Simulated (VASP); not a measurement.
Runs of VASP 6.6.1 on AlN. The structure is cubic, space group F-43m (No. 216). Conventional cell: a = 4.368 Å, b = 4.368 Å, c = 4.368 Å, α = 90.00°, β = 90.00°, γ = 90.00°. Around Al (site symmetry -43m) lie 4 N at 1.89 Å. N (site symmetry -43m) is surrounded by 4 Al at 1.89 Å. Measurements of this composition are mostly on another form, of space group No. 186.

```csv
level,potentials or basis,gap on the mesh (eV),pressure (GPa)
PBEsol,"VASP PAW PBE potentials, release 64 (Al, N)",(a),1.3
LDA,"VASP PAW LDA potentials, release 64 (Al, N)",3.22,-3.0
TB-mBJ,"VASP PAW PBE potentials, release 64 (Al, N)",4.82,-
r2SCAN,"VASP PAW PBE potentials, release 64 (Al, N)",3.93,(b)
```

Alike in all rows: task band structure; no spin polarisation; cell as given; k mesh 10 × 10 × 10; cutoff (eV) 520; smearing gaussian 0.02 eV.

Q: Fill in the values left out.

A: (a) 3.19; (b) -0.1.

Caveats: the PAW data sets were made with another functional, which shifts forces and pressure a little (some runs).

